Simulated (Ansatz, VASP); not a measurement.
Given: the input of a run of VASP 6.6.1 on TePb.

Contents of INCAR:

```
ALGO = Normal ; EDIFF = 1E-7
EDIFFG = -0.01 ; ENCUT = 600
GGA = PS ; IBRION = 2
ISIF = 3 ; ISMEAR = -1
LASPH = T ; LCHARG = F
LREAL = F ; LWAVE = F
NELM = 60 ; NSW = 60
PREC = Accurate ; SIGMA = 0.05
```

Contents of KPOINTS:

```
k-points
0
Gamma
  7 7 7
```

Contents of POSCAR:

```
TePb
1.0
    0.0000000000      3.2310000000      3.2310000000
    3.2310000000      0.0000000000      3.2310000000
    3.2310000000      3.2310000000      0.0000000000
Pb Te
1 1
Direct
    0.0000000000      0.0000000000      0.0000000000
    0.5000000000      0.5000000000      0.5000000000
```

Potentials or basis: VASP PAW PBE potentials, release 64 (Pb_d, Te).

Command:

```bash
$ cat potpaw_PBE.64/Pb_d/POTCAR potpaw_PBE.64/Te/POTCAR > POTCAR
$ mpirun -np 1 vasp_std > vasp.out
```

Question: Translate it to Ansatz 0.2.0. Potentials there: Ansatz PAW.

Answer: As run (the cutoff follows the program's own potentials):

input.yaml

```yaml
crystal:
  lattice:
    - [0.0, 3.231, 3.231]
    - [3.231, 0.0, 3.231]
    - [3.231, 3.231, 0.0]
  atoms:
    - { symbol: Pb, position: [0.0, 0.0, 0.0] }
    - { symbol: Te, position: [0.5, 0.5, 0.5] }
hamiltonian:
  xc: pbesol
  pseudopotentials: { kind: paw }
kpoints:
  mp_grid: { grid: [7, 7, 7] }
scf:
  occupations: { method: fermi_dirac, width: 0.05 }
output:
  forces: true
  stress: true
relax:
  f_tol: 0.01
  max_steps: 40
  cell: { stress_tol: 0.05 }
```

Potentials or basis: Ansatz PAW.

Command:

```bash
$ ansatz run input.yaml --threads 2 --pin off --max-ram 5632MiB --backend cpu --events-out ev --progress --plain --runs-dir out
```

Both were run:

|  | VASP | Ansatz | Ansatz less VASP |
| --- | --- | --- | --- |
| relaxed volume (Å³/atom) | 33.42 | 33.42 | -0.005 |
| relaxed cell length with the largest relative difference (Å) | 4.555 | 4.555 | -0.0002 |

The two sets of potentials don't hold the same shells in valence.

Caveats: the PAW data sets were made with another functional, which shifts forces and pressure a little (VASP); the PAW data sets come from PBE, with cores solved anew for the run's functional, which leaves a small shift of forces and pressure (Ansatz). The runs have no spin-orbit coupling, so splittings on Pb, Te are missing.
